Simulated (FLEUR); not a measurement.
## AlAs: equation of state with PBEsol

AlAs:

```
As Al
1.0
     0.00000    2.83040    2.83040
     2.83040    0.00000    2.83040
     2.83040    2.83040    0.00000
As Al
1 1
Cartesian
  4.2456 4.2456 4.2456
  0.0000 0.0000 0.0000
```

* Program: FLEUR MaX-R8.1 (later development tree)
* Task: equation of state
* Functional: PBEsol
* Potentials or basis: all-electron
* Basis: FLAPW
* Kmax: 5.03 1/bohr
* k mesh: 8 × 8 × 8
* Occupations: fermi-dirac, width 0.05 eV
* Spin: no spin polarisation

```yaml
Equilibrium_volume: 22.84 Å³/atom
Bulk_modulus: 72 GPa
Pressure_derivative_of_the_bulk_modulus: 4.2
```

Energy against volume, from the lowest point:
| volume (Å³/atom) | energy (meV/atom) |
| --- | --- |
| 21.314 | 25.48 |
| 21.768 | 11.98 |
| 22.221 | 3.65 |
| 22.675 | 0.00 |
| 23.128 | 0.56 |
| 23.582 | 4.92 |
| 24.035 | 12.67 |

Zero-point motion and thermal expansion aren't in these numbers.
